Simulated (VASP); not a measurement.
# TaS2 (P-3m1) in VASP: a series of runs

The runs below take TaS2 through single point, with PBEsol+U.

Program: VASP 6.6.1. These are calculated values, not measurements. Logs are shortened: lines on timing, memory, paths and dates and some standing lists are left out, and cuts for length are marked.

## (1) The crystal as given

Symmetry: P-3m1, No. 164, trigonal system. The conventional cell has a = 3.350 Å, b = 3.350 Å, c = 5.860 Å, α = 90.00°, β = 90.00°, γ = 120.00°. Around Ta (site symmetry -3m) lie 6 S at 2.43 Å. Around S (site symmetry 3m) lie 3 Ta at 2.43 Å.

## (2) Single point, PBEsol+U, collinear spin, ferromagnetic start

The input, INCAR:

```
SYSTEM = TaS2
PREC     = Accurate       ! precision mode
ENCUT    = 520            ! plane-wave cutoff, eV
EDIFF    = 1E-6           ! SCF threshold, eV
ISMEAR   = 0              ! smearing method
SIGMA    = 0.05           ! smearing width, eV
LREAL    = .False.        ! projectors in reciprocal space
LASPH    = .True.         ! aspherical terms in the spheres
NELM     = 80             ! most SCF steps
ALGO     = Fast           ! electronic algorithm
ISIF     = 2              ! what is computed and relaxed
LWAVE    = .False.        ! write WAVECAR
LCHARG   = .False.        ! write CHGCAR
ISPIN    = 2              ! spin polarisation
MAGMOM   = 0.5 0 0        ! initial moments
LORBIT   = 11             ! projections on sites
LMAXMIX  = 4              ! l up to which the mixer works
LDAU     = .True.         ! DFT+U
LDAUTYPE = 2            
LDAUL    = 2 -1           ! shell
LDAUU    = 5 0            ! U, eV
LDAUJ    = 0 0          
LDAUPRINT= 1            
GGA      = PS             ! functional
```

The input, KPOINTS:

```
Automatic mesh
0
Gamma
  7 7 3
  0 0 0
```

The input, POSCAR:

```
TaS2
1.0
    3.3500014000      0.0000000000      0.0000000000
   -1.6750007000      2.9011863100      0.0000000000
    0.0000000000      0.0000000000      5.8599987400
Ta S
1 2
Direct
    0.0000000000      0.0000000000      0.0000000000
    0.3333333333      0.6666666667      0.2500000000
    0.6666666667      0.3333333333      0.7500000000
```

Potentials or basis: VASP PAW PBE potentials, release 64 (Ta_pv, S).

Run with:

```sh
cat potpaw_PBE.64/Ta_pv/POTCAR potpaw_PBE.64/S/POTCAR > POTCAR
mpirun -np 1 vasp_std > vasp.out
```

OUTCAR:

```text
SYSTEM = TaS2
   PREC = Accurate
   ENCUT = 520
   EDIFF = 1E-6
   ISMEAR = 0
   LREAL = .False.
   LASPH = .True.
   NELM = 80
   ISIF = 2
   ISPIN = 2
   LORBIT = 11
   GGA = PS

 ion  position               nearest neighbor table
   1  0.000  0.000  0.000-   2 2.43   3 2.43   3 2.43   2 2.43   3 2.43   2 2.43
   2  0.333  0.667  0.250-   1 2.43   1 2.43   1 2.43
   3  0.667  0.333  0.750-   1 2.43   1 2.43   1 2.43

  LATTYP: Found a hexagonal cell.
 ALAT       =     3.3500014000
 C/A-ratio  =     1.7492526242

  Lattice vectors:

 A1 = (   3.3500014000,   0.0000000000,   0.0000000000)
 A2 = (  -1.6750007000,   2.9011863100,   0.0000000000)
 A3 = (   0.0000000000,   0.0000000000,   5.8599987400)

Analysis of symmetry for initial positions (statically):
=====================================================================
 Subroutine PRICEL returns:
 Original cell was already a primitive cell.

 Routine SETGRP: Setting up the symmetry group for a
 hexagonal supercell.

 Subroutine GETGRP returns: Found 12 space group operations
 (whereof 12 operations were pure point group operations)
 out of a pool of 24 trial point group operations.

The static configuration has the point symmetry D_3d.

Analysis of symmetry for dynamics (positions and initial velocities):
=====================================================================
 Subroutine PRICEL returns:
 Original cell was already a primitive cell.

 Routine SETGRP: Setting up the symmetry group for a
 hexagonal supercell.

 Subroutine GETGRP returns: Found 12 space group operations
 (whereof 12 operations were pure point group operations)
 out of a pool of 24 trial point group operations.

The dynamic configuration has the point symmetry D_3d.

Analysis of structural, dynamic, and magnetic symmetry:
=====================================================================
 Subroutine PRICEL returns:
 Original cell was already a primitive cell.

 Routine SETGRP: Setting up the symmetry group for a
 hexagonal supercell.

 Subroutine GETGRP returns: Found 12 space group operations
 (whereof 12 operations were pure point group operations)
 out of a pool of 24 trial point group operations.

The overall configuration has the point symmetry D_3d.

 Subroutine INISYM returns: Found 12 space group operations
 (whereof 12 operations are pure point group operations),
 and found     1 'primitive' translations

----------------------------------------------------------------------------------------

                                     Primitive cell

  volume of cell :      56.9532

  direct lattice vectors                    reciprocal lattice vectors
     3.350001400  0.000000000  0.000000000     0.298507338  0.172343292  0.000000000
    -1.675000700  2.901186310  0.000000000     0.000000000  0.344686584  0.000000000
     0.000000000  0.000000000  5.859998740     0.000000000  0.000000000  0.170648501

  length of vectors
     3.350001400  3.350001396  5.859998740     0.344686584  0.344686584  0.170648501

  position of ions in fractional coordinates (direct lattice)
     0.000000000  0.000000000  0.000000000
     0.333333333  0.666666667  0.250000000
     0.666666667  0.333333333  0.750000000

  ion indices of the primitive-cell ions
   primitive index   ion index
                 1           1
                 2           2
                 3           3

----------------------------------------------------------------------------------------

 KPOINTS: Automatic mesh

Automatic generation of k-mesh.
 Grid dimensions read from file:
 generate k-points for:    7    7    3

 Generating k-lattice:

[... 97 lines left out ...]
 NGX is ok and might be reduce to    28
   NGX = 13   NGY = 13   NGZ = 21

atom =   1  type =  1  l = 2

 onsite density matrix

spin component  1

  0.2057  0.0000 -0.0000 -0.0197 -0.0000
  0.0000  0.2826  0.0000  0.0000 -0.0197
 -0.0000  0.0000  0.1784  0.0000 -0.0000
 -0.0197  0.0000  0.0000  0.2826  0.0000
 -0.0000 -0.0197 -0.0000  0.0000  0.2057

spin component  2

  0.1872  0.0000 -0.0000 -0.0444 -0.0000
  0.0000  0.2448  0.0000  0.0000 -0.0444
 -0.0000  0.0000  0.1628 -0.0000 -0.0000
 -0.0444  0.0000 -0.0000  0.2448  0.0000
 -0.0000 -0.0444 -0.0000  0.0000  0.1872

 occupancies and eigenvectors

  o =  0.1628  v =  0.0000  0.0000  0.0000  0.0000  0.0000  0.0000  0.0000  1.0000 -0.0000  0.0000      0.0000  0.0000  0.0000  0.0000  0.0000  0.0000  0.0000  0.0000  0.0000  0.0000
  o =  0.1631  v =  0.0000  0.0000  0.0000  0.0000  0.0000  0.0000  0.4772 -0.0000 -0.0000  0.8788      0.0000  0.0000  0.0000  0.0000  0.0000  0.0000  0.0000  0.0000  0.0000  0.0000
  o =  0.1631  v =  0.0000  0.0000  0.0000  0.0000  0.0000 -0.8788  0.0000 -0.0000 -0.4772 -0.0000      0.0000  0.0000  0.0000  0.0000  0.0000  0.0000  0.0000  0.0000  0.0000  0.0000
  o =  0.1784  v = -0.0000 -0.0000 -1.0000 -0.0000 -0.0000  0.0000  0.0000  0.0000  0.0000  0.0000      0.0000  0.0000  0.0000  0.0000  0.0000  0.0000  0.0000  0.0000  0.0000  0.0000
  o =  0.2009  v =  0.0000  0.2351 -0.0000  0.0000  0.9720  0.0000  0.0000  0.0000  0.0000  0.0000      0.0000  0.0000  0.0000  0.0000  0.0000  0.0000  0.0000  0.0000  0.0000  0.0000
  o =  0.2009  v =  0.9720 -0.0000  0.0000  0.2351 -0.0000  0.0000  0.0000  0.0000  0.0000  0.0000      0.0000  0.0000  0.0000  0.0000  0.0000  0.0000  0.0000  0.0000  0.0000  0.0000
  o =  0.2689  v =  0.0000  0.0000  0.0000  0.0000  0.0000  0.0000 -0.8788 -0.0000 -0.0000  0.4772      0.0000  0.0000  0.0000  0.0000  0.0000  0.0000  0.0000  0.0000  0.0000  0.0000
  o =  0.2689  v =  0.0000  0.0000  0.0000  0.0000  0.0000 -0.4772 -0.0000  0.0000  0.8788  0.0000      0.0000  0.0000  0.0000  0.0000  0.0000  0.0000  0.0000  0.0000  0.0000  0.0000
  o =  0.2873  v =  0.0000  0.9720  0.0000 -0.0000 -0.2351  0.0000  0.0000  0.0000  0.0000  0.0000      0.0000  0.0000  0.0000  0.0000  0.0000  0.0000  0.0000  0.0000  0.0000  0.0000
  o =  0.2873  v = -0.2351  0.0000  0.0000  0.9720 -0.0000  0.0000  0.0000  0.0000  0.0000  0.0000      0.0000  0.0000  0.0000  0.0000  0.0000  0.0000  0.0000  0.0000  0.0000  0.0000

 number of electron      22.9999999 magnetization       0.1628451

 Free energy of the ion-electron system (eV)
  ---------------------------------------------------
  ext. energy  EPLUGINS =         0.00000000
  ---------------------------------------------------
  free energy    TOTEN  =       -20.13858427 eV

  energy without entropy =      -20.13739413  energy(sigma->0) =      -20.13798920

 E-fermi :   6.1007     XC(G=0): -10.7044

 val. band max:        5.9852150204   @ k =   0.0000   0.0000   0.0000
 cond. band min:       6.1244527841   @ k =   0.1429   0.0000   0.0000
 fundamental gap:      0.1392377637
 Fermi energy:         6.1007022526

 spin component 1

 k-point     1 :       0.0000    0.0000    0.0000
  band No.  band energies     occupation
      1     -30.4619      1.00000
      2     -30.4421      1.00000
      3     -30.4421      1.00000
      4      -9.5253      1.00000
      5      -7.3504      1.00000
      6      -1.3220      1.00000
      7       1.6106      1.00000
      8       1.6106      1.00000
      9       4.3702      1.00000
     10       4.9283      1.00000
     11       4.9283      1.00000
     12       5.9852      0.99946
[... 330 lines left out ...]
      1     -30.6736      1.00000
      2     -30.5988      1.00000
      3     -30.4017      1.00000
      4      -7.3362      1.00000
      5      -7.1838      1.00000
      6      -0.4210      1.00000
      7       0.0695      1.00000
      8       0.7861      1.00000
      9       1.7214      1.00000
     10       2.1678      1.00000
     11       2.4938      1.00000
     12       6.9452      0.00000
     13       7.2313      0.00000
     14       8.4706      0.00000
     15       9.9122      0.00000
 Fermi energy:         6.1007022526

 spin component 2

 k-point     1 :       0.0000    0.0000    0.0000
  band No.  band energies     occupation
      1     -30.3726      1.00000
      2     -30.3647      1.00000
      3     -30.3647      1.00000
      4      -9.5110      1.00000
      5      -7.3503      1.00000
      6      -1.2885      1.00000
      7       1.6467      1.00000
      8       1.6467      1.00000
      9       4.3695      1.00000
     10       4.9282      1.00000
     11       4.9282      1.00000
     12       6.3144      0.00000
[... 331 lines left out ...]
      2     -30.5212      1.00000
      3     -30.3123      1.00000
      4      -7.3314      1.00000
      5      -7.1810      1.00000
      6      -0.3624      1.00000
      7       0.1349      1.00000
      8       0.8377      1.00000
      9       1.7570      1.00000
     10       2.1902      1.00000
     11       2.5106      1.00000
     12       7.1021      0.00000
     13       7.4094      0.00000
     14       8.6836      0.00000
     15       9.9789      0.00000

------------------------ aborting loop because EDIFF is reached ----------------------------------------

  FORCE on cell =-STRESS in cart. coord.  units (eV):
  Direction    XX          YY          ZZ          XY          YZ          ZX
  --------------------------------------------------------------------------------------
  -------------------------------------------------------------------------------------
  Total        3.3765093      3.3765093      4.3001963      0.0000000     -0.0000000      0.0000000
  in kB       94.9861769     94.9861766    120.9708506      0.0000000     -0.0000000      0.0000000
  external PRESSURE =     103.6477347 kB  Pullay stress =       0.0000000 kB

 VOLUME and BASIS-vectors are now :
 -----------------------------------------------------------------------------
  energy-cutoff  :      520.00
  volume of cell :       56.95
      direct lattice vectors                 reciprocal lattice vectors
     3.350001400  0.000000000  0.000000000     0.298507338  0.172343292  0.000000000
    -1.675000700  2.901186310  0.000000000     0.000000000  0.344686584  0.000000000
     0.000000000  0.000000000  5.859998740     0.000000000  0.000000000  0.170648501

 POSITION                                       TOTAL-FORCE (eV/Angst)
 -----------------------------------------------------------------------------------
      0.00000      0.00000      0.00000        -0.000000     -0.000000      0.000000
     -0.00000      1.93412      1.46500         0.000000     -0.000000      1.491666
      1.67500      0.96706      4.39500        -0.000000      0.000000     -1.491666
 -----------------------------------------------------------------------------------
    total drift:                               -0.000000     -0.000000     -0.000000

  FREE ENERGIE OF THE ION-ELECTRON SYSTEM (eV)
  ---------------------------------------------------
  free  energy   TOTEN  =       -20.1385842677 eV

  energy  without entropy=      -20.1373941333  energy(sigma->0) =      -20.13798920

 total charge

# of ion       s       p       d       tot
------------------------------------------
    1        0.338   6.259   2.138   8.735
    2        1.346   2.413   0.000   3.758
    3        1.346   2.413   0.000   3.758
--------------------------------------------------
tot          3.029  11.085   2.138  16.251

 magnetization (x)

# of ion       s       p       d       tot
------------------------------------------
    1        0.003   0.001   0.126   0.131
    2        0.000  -0.008   0.000  -0.008
    3        0.000  -0.008   0.000  -0.008
--------------------------------------------------
tot          0.004  -0.015   0.126   0.115
```

Run time: 36 s. Hardware: 1 thread of AMD EPYC 9R45 (Zen 5), shared host; peak memory 0.19 GiB.

Results:

| Quantity | Value |
| --- | --- |
| Free energy | -20.1386 eV |
| Pressure | 10.4 GPa |
| Largest force | 1.492 eV/Å |
| Band gap on the k mesh | none (metal or under the smearing width) |
| Net moment | 0.16 μB per cell |
| Site moments | Ta +0.13; S -0.01 μB |
| Valence electrons inside the program's atomic spheres | Ta 8.73; S 3.76 |

Forces on the atoms (eV/Å):
```
Ta   0.000  0.000  0.000
S    0.000  0.000  1.492
S    0.000  0.000 -1.492
```

Stress tensor (GPa, compression positive):
```
 9.50  0.00  0.00
 0.00  9.50  0.00
 0.00  0.00 12.10
```

Eigenvalues of the final occupation matrices:
```
    site  spin  trace               eigenvalues
site 1 d     1   1.16  0.18 0.20 0.20 0.29 0.29
site 1 d     2   1.03  0.16 0.16 0.16 0.27 0.27
```

Caveat: the PAW data sets were made with another functional, which shifts forces and pressure a little; this functional lacks dispersion, which binds the layers, so the pressure and a relaxed spacing across them are unreliable.

[end of part 1 of 3]
